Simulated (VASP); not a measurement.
# CdSe (Pm-3m) in VASP: further runs

One crystal, CdSe, is run at these levels: PBE; tasks: single point, relaxation of cell and atoms.

Program: VASP 6.6.1. These are calculated values, not measurements. Logs are shortened: lines on timing, memory, paths and dates and some standing lists are left out, and cuts for length are marked.

## Step 1: Starting point

Symmetry: Pm-3m, No. 221, cubic system. Conventional cell: a = 3.557 Å, b = 3.557 Å, c = 3.557 Å, α = 90.00°, β = 90.00°, γ = 90.00°. Around Cd (site symmetry m-3m) lie 8 Se at 3.08 Å. Se (site symmetry m-3m) is surrounded by 8 Cd at 3.08 Å.

The cell was built by a generator and needn't be a form met in nature.

## Step 2: Single point, PBE (random cell by space group and Wyckoff sites (Pm-3m, No. 221))

Input file INCAR:

```
SYSTEM = CdSe
PREC = Accurate ; ENCUT = 520
EDIFF = 1E-6 ; ISMEAR = 0
SIGMA = 0.1 ; LREAL = .False.
LASPH = .True. ; NELM = 100
ALGO = Normal ; ISIF = 2
LWAVE = .False. ; LCHARG = .False.
GGA = PE ; NBANDS = 16
```

Input file KPOINTS:

```
Automatic mesh
0
Gamma
  16 16 16
  0 0 0
```

Input file POSCAR:

```
CdSe
1.0
    3.5568549614      0.0000000000      0.0000000000
    0.0000000000      3.5568549614      0.0000000000
    0.0000000000      0.0000000000      3.5568549614
Cd Se
1 1
Direct
    0.5000000000      0.5000000000      0.5000000000
    0.0000000000      0.0000000000      0.0000000000
```

Potentials or basis: VASP PAW PBE potentials, release 64 (Cd, Se).

The run is started by

```bash
> cat potpaw_PBE.64/Cd/POTCAR potpaw_PBE.64/Se/POTCAR > POTCAR
> mpirun -np 1 vasp_std > vasp.out
```

OUTCAR:

```text
SYSTEM = CdSe
   PREC = Accurate
   ENCUT = 520
   EDIFF = 1E-6
   ISMEAR = 0
   LREAL = .False.
   LASPH = .True.
   NELM = 100
   ISIF = 2
   GGA = PE

 ion  position               nearest neighbor table
   1  0.500  0.500  0.500-   2 3.08   2 3.08   2 3.08   2 3.08   2 3.08   2 3.08   2 3.08   2 3.08

   2  0.000  0.000  0.000-   1 3.08   1 3.08   1 3.08   1 3.08   1 3.08   1 3.08   1 3.08   1 3.08

  LATTYP: Found a simple cubic cell.
 ALAT       =     3.5568549614

  Lattice vectors:

 A1 = (   3.5568549614,   0.0000000000,   0.0000000000)
 A2 = (   0.0000000000,   3.5568549614,   0.0000000000)
 A3 = (   0.0000000000,   0.0000000000,   3.5568549614)

Analysis of symmetry for initial positions (statically):
=====================================================================
 Subroutine PRICEL returns:
 Original cell was already a primitive cell.

 Routine SETGRP: Setting up the symmetry group for a
 simple cubic supercell.

 Subroutine GETGRP returns: Found 48 space group operations
 (whereof 48 operations were pure point group operations)
 out of a pool of 48 trial point group operations.

The static configuration has the point symmetry O_h .

Analysis of symmetry for dynamics (positions and initial velocities):
=====================================================================
 Subroutine PRICEL returns:
 Original cell was already a primitive cell.

 Routine SETGRP: Setting up the symmetry group for a
 simple cubic supercell.

 Subroutine GETGRP returns: Found 48 space group operations
 (whereof 48 operations were pure point group operations)
 out of a pool of 48 trial point group operations.

The dynamic configuration has the point symmetry O_h .

 Subroutine INISYM returns: Found 48 space group operations
 (whereof 48 operations are pure point group operations),
 and found     1 'primitive' translations

----------------------------------------------------------------------------------------

                                     Primitive cell

  volume of cell :      44.9985

  direct lattice vectors                    reciprocal lattice vectors
     3.556854961  0.000000000  0.000000000     0.281147253  0.000000000  0.000000000
     0.000000000  3.556854961  0.000000000     0.000000000  0.281147253  0.000000000
     0.000000000  0.000000000  3.556854961     0.000000000  0.000000000  0.281147253

  length of vectors
     3.556854961  3.556854961  3.556854961     0.281147253  0.281147253  0.281147253

  position of ions in fractional coordinates (direct lattice)
     0.500000000  0.500000000  0.500000000
     0.000000000  0.000000000  0.000000000

  ion indices of the primitive-cell ions
   primitive index   ion index
                 1           1
                 2           2

----------------------------------------------------------------------------------------

 KPOINTS: Automatic mesh

Automatic generation of k-mesh.
 Grid dimensions read from file:
 generate k-points for:   16   16   16

 Generating k-lattice:

  Cartesian coordinates                     Fractional coordinates (reciprocal lattice)
     0.017571703  0.000000000  0.000000000     0.062500000  0.000000000  0.000000000
     0.000000000  0.017571703  0.000000000     0.000000000  0.062500000  0.000000000
     0.000000000  0.000000000  0.017571703     0.000000000  0.000000000  0.062500000

  Length of vectors
     0.017571703  0.017571703  0.017571703

  Shift w.r.t. Gamma in fractional coordinates (k-lattice)
     0.000000000  0.000000000  0.000000000

 Subroutine IBZKPT returns following result:
 ===========================================

 Found    165 irreducible k-points:

 Following reciprocal coordinates:
            Coordinates               Weight
  0.000000  0.000000  0.000000      1.000000
  0.062500  0.000000  0.000000      6.000000
  0.125000  0.000000  0.000000      6.000000
  0.187500  0.000000  0.000000      6.000000
  0.250000  0.000000  0.000000      6.000000
  0.312500  0.000000  0.000000      6.000000
[... 16 lines left out ...]
  0.437500  0.125000  0.000000     24.000000
  0.500000  0.125000  0.000000     12.000000
 [... further k-points ...]
   k-points           NKPTS =    165   k-points in BZ     NKDIM =    165   number of bands    NBANDS=     16
   number of dos      NEDOS =    301   number of ions     NIONS =      2
   total plane-waves  NPLWV =  21952
   dimension x,y,z NGX =    28 NGY =   28 NGZ =   28
   dimension x,y,z NGXF=    56 NGYF=   56 NGZF=   56
   ions per type =               1   1
   NGX,Y,Z   is equivalent  to a cutoff of  13.09, 13.09, 13.09 a.u.
   NGXF,Y,Z  is equivalent  to a cutoff of  26.17, 26.17, 26.17 a.u.
 SYSTEM =  CdSe
   PREC   = accura    normal or accurate (medium, high low for compatibility)
   ISTART =      0    job   : 0-new  1-cont  2-samecut
   ICHARG =      2    charge: 1-file 2-atom 10-const
   ISPIN  =      1    spin polarized calculation?
   LNONCOLLINEAR =      F non collinear calculations
   LSORBIT =      F    spin-orbit coupling
   LASPH  =      T    aspherical Exc in radial PAW
   ENCUT  =  520.0 eV  38.22 Ry    6.18 a.u.   6.61  6.61  6.61*2*pi/ulx,y,z
   NELM   =    100;   NELMIN=  2; NELMDL= -5     # of ELM steps
   EDIFF  = 0.1E-05   stopping-criterion for ELM
   LREAL  =      F    real-space projection
   EDIFFG = 0.1E-04   stopping-criterion for IOM
   NSW    =      0    number of steps for IOM
   IBRION =     -1    ionic relax: 0-MD 1-quasi-New 2-CG
   NFREE  =      0    steps in history (QN), initial steepest desc. (CG)
   ISIF   =      2    stress and relaxation
   ISYM   =      2    0-nonsym 1-usesym 2-fastsym
   POTIM  = 0.5000    time-step for ionic-motion
   TEBEG  =    0.0;   TEEND  =   0.0 temperature during run
   PSTRESS=    0.0 pullay stress
   NELECT =      18.0000    total number of electrons
   NUPDOWN=      -1.0000    fix difference up-down
   EMIN   =  10.00;   EMAX   =-10.00  energy-range for DOS
   EFERMI =   0.00;   METHOD = LEGACY
   ISMEAR =     0;   SIGMA  =   0.10  broadening in eV -4-tet -1-fermi 0-gaus
   EFERMI_NEDOS =   21; number of points for ismear=-14 and -15
   IALGO  =     38    algorithm
   IMIX   =      4    mixing-type and parameters
     AMIX     =   0.40;   BMIX     =  1.00
     AMIX_MAG =   1.60;   BMIX_MAG =  1.00
  volume/ion in A,a.u.               =      22.50       151.83
  Fermi-wavevector in a.u.,A,eV,Ry     =   1.206238  2.279458 19.796600  1.455009
  Thomas-Fermi vector in A             =   2.341911
   LORBIT       =      0    0 simple, 1 ext, 2 COOP (PROOUT), +10 PAW based schemes
   GGA     = PE    functional components
   LHFCALC =     F    Hartree Fock is set to
   AEXX    =    0.0000 exact exchange contribution
   IVDW    =     0    specifies the selected vdW correction
   LEPSILON=     F    determine dielectric tensor
   LRPA    =     F    only Hartree local field effects (RPA)
 non-spin polarized calculation
 Gauss-broadening in eV      SIGMA  =   0.10
  energy-cutoff  :      520.00
  volume of cell :       45.00
 maximum number of plane-waves:      1231
 NGX is ok and might be reduce to    28
   NGX = 13   NGY = 13   NGZ = 13

 number of electron      17.9999988 magnetization

 Free energy of the ion-electron system (eV)
  ---------------------------------------------------
  ext. energy  EPLUGINS =         0.00000000
  ---------------------------------------------------
  free energy    TOTEN  =        -4.30392547 eV

  energy without entropy =       -4.29574585  energy(sigma->0) =       -4.29983566

 E-fermi :   3.2138     XC(G=0): -10.4083

 val. band max:        3.2094612277   @ k =   0.1250   0.0000   0.0000
 cond. band min:       3.2145485868   @ k =   0.3750   0.3750   0.0625
 fundamental gap:      0.0050873591
 Fermi energy:         3.2138327765

 k-point     1 :       0.0000    0.0000    0.0000
  band No.  band energies     occupation
      1     -10.3182      2.00000
      2      -5.4662      2.00000
      3      -5.4662      2.00000
      4      -5.0504      2.00000
      5      -5.0504      2.00000
      6      -5.0504      2.00000
[... 8 lines left out ...]
     15      13.8348      0.00000
     16      17.8648      0.00000

 k-point     2 :       0.0625    0.0000    0.0000
  band No.  band energies     occupation
      1     -10.2915      2.00000
      2      -5.4645      2.00000
      3      -5.4565      2.00000
      4      -5.0585      2.00000
      5      -5.0585      2.00000
      6      -5.0497      2.00000
[... 8 lines left out ...]
     15      13.6311      0.00000
     16      17.8033      0.00000

 k-point     3 :       0.1250    0.0000    0.0000
  band No.  band energies     occupation
      1     -10.2136      2.00000
      2      -5.4596      2.00000
      3      -5.4297      2.00000
      4      -5.0814      2.00000
      5      -5.0814      2.00000
      6      -5.0479      2.00000
[... 8 lines left out ...]
     15      13.2111      0.00000
     16      17.8052      0.00000

 k-point     4 :       0.1875    0.0000    0.0000
  band No.  band energies     occupation
      1     -10.0908      2.00000
      2      -5.4522      2.00000
      3      -5.3925      2.00000
      4      -5.1151      2.00000
      5      -5.1151      2.00000
      6      -5.0452      2.00000
[... 8 lines left out ...]
     15      13.0873      0.00000
     16      16.7921      0.00000
[... 324 lines left out ...]
 k-point    22 :       0.3750    0.1250    0.0000
  band No.  band energies     occupation
      1      -9.5418      2.00000
      2      -5.4022      2.00000
      3      -5.2818      2.00000
      4      -5.2141      2.00000
      5      -5.1968      2.00000
      6      -5.0579      2.00000
[... 8 lines left out ...]
     15      15.4940      0.00000
     16      16.5466      0.00000

 k-point    23 :       0.4375    0.1250    0.0000
  band No.  band energies     occupation
      1      -9.4361      2.00000
      2      -5.3963      2.00000
      3      -5.2739      2.00000
      4      -5.2338      2.00000
      5      -5.2098      2.00000
      6      -5.0553      2.00000
[... 8 lines left out ...]
     15      15.2036      0.00000
     16      16.7305      0.00000

 k-point    24 :       0.5000    0.1250    0.0000
  band No.  band energies     occupation
      1      -9.3973      2.00000
      2      -5.3941      2.00000
      3      -5.2693      2.00000
      4      -5.2407      2.00000
      5      -5.2178      2.00000
      6      -5.0544      2.00000
[... 8 lines left out ...]
     15      15.0903      0.00000
     16      16.8059      0.00000

 [... further k-points ...]

------------------------ aborting loop because EDIFF is reached ----------------------------------------

  FORCE on cell =-STRESS in cart. coord.  units (eV):
  Direction    XX          YY          ZZ          XY          YZ          ZX
  --------------------------------------------------------------------------------------
  -------------------------------------------------------------------------------------
  Total        0.0745256      0.0745256      0.0745256      0.0000000      0.0000000      0.0000000
  in kB        2.6534895      2.6534895      2.6534895      0.0000000      0.0000000      0.0000000
  external PRESSURE =       2.6534895 kB  Pullay stress =       0.0000000 kB

 VOLUME and BASIS-vectors are now :
 -----------------------------------------------------------------------------
  energy-cutoff  :      520.00
  volume of cell :       45.00
      direct lattice vectors                 reciprocal lattice vectors
     3.556854961  0.000000000  0.000000000     0.281147253  0.000000000  0.000000000
     0.000000000  3.556854961  0.000000000     0.000000000  0.281147253  0.000000000
     0.000000000  0.000000000  3.556854961     0.000000000  0.000000000  0.281147253

 POSITION                                       TOTAL-FORCE (eV/Angst)
 -----------------------------------------------------------------------------------
      1.77843      1.77843      1.77843         0.000000      0.000000      0.000000
      0.00000      0.00000      0.00000         0.000000      0.000000      0.000000
 -----------------------------------------------------------------------------------
    total drift:                                0.000000      0.000000      0.000000

  FREE ENERGIE OF THE ION-ELECTRON SYSTEM (eV)
  ---------------------------------------------------
  free  energy   TOTEN  =        -4.3039254697 eV

  energy  without entropy=       -4.2957458502  energy(sigma->0) =       -4.29983566
```

Wall time 46 s (1 thread of AMD EPYC 9R45 (Zen 5), shared host); peak memory 0.22 GiB.

Results:

| Item | Value |
| --- | --- |
| Free energy | -4.3039 eV |
| Pressure | 0.3 GPa |
| Band gap on the k mesh | none (metal or under the smearing width) |

Levels at points of the mesh, in eV from the Fermi level:
```
           k point  band 7  band 8  band 9  band 10  band 11  band 12
(0.00, 0.00, 0.00)   -1.55   -1.10   -1.10    -1.10     6.18     6.18
(0.50, 0.00, 0.00)   -5.88    0.11    0.11     2.77     3.96     6.65
(0.50, 0.50, 0.00)   -4.29   -4.29   -1.39     0.25     7.18     7.18
(0.50, 0.50, 0.50)   -2.12   -2.12   -2.12     1.53     1.53     1.53
```

## Step 3: Relaxation of cell and atoms, PBE (random cell by space group and Wyckoff sites (Pm-3m, No. 221))

Input file INCAR:

```
PREC = Accurate
ENCUT = 600
EDIFF = 1E-6
ISMEAR = 0
SIGMA = 0.1
LREAL = False
LASPH = True
NELM = 80
ALGO = Fast
ISIF = 3
LWAVE = False
LCHARG = False
GGA = PE
IBRION = 2
NSW = 100
EDIFFG = -0.01
```

Input file KPOINTS:

```
Automatic mesh
0
Gamma
  16 16 16
```

Input file POSCAR:

```
CdSe
1.0
    3.5618853240      0.0000000000      0.0000000000
    0.0000000000      3.5618853240      0.0000000000
    0.0000000000      0.0000000000      3.5618853240
Cd Se
1 1
Direct
    0.5000000000      0.5000000000      0.5000000000
    0.0000000000      0.0000000000      0.0000000000
```

Potentials or basis: VASP PAW PBE potentials, release 64 (Cd, Se).

The run is started by

```bash
> cat potpaw_PBE.64/Cd/POTCAR potpaw_PBE.64/Se/POTCAR > POTCAR
> mpirun -np 1 vasp_std > vasp.out
```

Run time: 36 s. Hardware: 1 thread of AMD EPYC 9R45 (Zen 5), shared host; peak memory 0.23 GiB.

Results (log left out):

```yaml
Free_energy: -4.3037 eV
Pressure_after_relaxing: 0.0 GPa
Band_gap_on_the_k_mesh: none (metal or under the smearing width)
```

Final structure:
```cif
data_structure
_symmetry_space_group_name_H-M 'P 1'
_symmetry_Int_Tables_number 1
_cell_length_a 3.5619
_cell_length_b 3.5619
_cell_length_c 3.5619
_cell_angle_alpha 90.000
_cell_angle_beta 90.000
_cell_angle_gamma 90.000
_cell_volume 45.19
loop_
_atom_site_label
_atom_site_type_symbol
_atom_site_fract_x
_atom_site_fract_y
_atom_site_fract_z
_atom_site_occupancy
Cd1 Cd 0.50000 0.50000 0.50000 1
Se1 Se 0.00000 0.00000 0.00000 1
```

Levels at points of the mesh, in eV from the Fermi level:
```tsv
k point	band 7	band 8	band 9	band 10	band 11	band 12
(0.00, 0.00, 0.00)	-1.56	-1.10	-1.10	-1.10	6.18	6.18
(0.50, 0.00, 0.00)	-5.85	0.11	0.11	2.76	3.94	6.65
(0.50, 0.50, 0.00)	-4.27	-4.27	-1.39	0.25	7.16	7.16
(0.50, 0.50, 0.50)	-2.12	-2.12	-2.12	1.54	1.54	1.54
```

Caveat: the relaxation stopped at its first step, so nothing moved.

(Continued in part 2 of 2.)
